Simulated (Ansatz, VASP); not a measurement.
## One calculation of WS, two programs

```xyz
4
Lattice="3.1511 0.0000 0.0000 -1.5755 2.7289 0.0000 0.0000 0.0000 6.7595" Properties=species:S:1:pos:R:3 pbc="T T T"
W     0.0000    0.0000    0.0000
W     0.0000    0.0000    3.3797
S     0.0000    1.8193    1.6899
S     1.5755    0.9096    5.0696
```

Alike in both runs: functional PBE; k mesh 12 × 12 × 8; occupations gaussian, width 0.1 eV; no spin polarisation.

Ansatz relaxed the structure, and its values are those at the end. VASP's run is a single point on that final structure, the one shown.

|  | VASP | Ansatz |
| --- | --- | --- |
| version | VASP 6.6.1 | Ansatz 0.2.0 |
| potentials or method | VASP PAW PBE potentials, release 64 (W_sv, S) | scalar-relativistic, plane waves, PAW |
| plane-wave cutoff (eV) | 520 | 420 |
| valence electrons in the cell | 40 | 40 |

```csv
,VASP,Ansatz,Ansatz less VASP
gap on the k mesh at the Fermi level (eV),none,none,-
pressure (GPa),0.3,0.0,-0.29
```

A gap of «none» marks a metal or a gap that the smearing closes. The functional is the same, so the differences come from potentials, cutoffs and numerics.

Spin-orbit coupling is left out, which matters for the levels of W.
